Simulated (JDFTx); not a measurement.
**Mo under changes of volume**

One of the cells (15.892 Å³/atom); the others are scaled copies at fixed shape and fractional positions:

```
CELL_PARAMETERS angstrom
-1.58381 1.58381 1.58381
1.58381 -1.58381 1.58381
1.58381 1.58381 -1.58381
ATOMIC_POSITIONS crystal
Mo 0.00000 0.00000 0.00000
```

| Property | Result |
| --- | --- |
| Program | JDFTx 1.7.0 (patched build) |
| Functional | PBE |
| Potentials or basis | PseudoDojo-SR-PBE-0.5-standard |
| Cutoff | 1088 eV |
| Density cutoff | 4354 eV |
| k mesh | 12 × 12 × 12 |
| Occupations | fermi-dirac, width 0.05 eV |
| Spin | no spin polarisation |

```csv
volume (Å³/atom),energy over the lowest point (meV/atom),pressure (GPa)
14.938,?,?
15.256,15.74,9.9
15.574,2.24,3.9
15.892,0.00,-1.5
16.209,7.87,-6.4
16.527,24.83,-10.7
16.845,49.98,-14.6
```

Q: What does the run at 14.938 Å³/atom give?

A: Energy over the lowest point 41.78 meV/atom; pressure 16.5 GPa.

Worked out: A Birch-Murnaghan fit of order 3 (a polynomial in V^(-2/3)) to the other rows has its minimum at 15.80 Å³/atom with B0 = V·E''(V) = 261 GPa and B' = 4.3. It gives 41.81 meV/atom at 14.938 Å³/atom, against the run's 41.78, and -dE/dV = 16.5 GPa, against 16.5.

Energies are extrapolated to zero smearing.
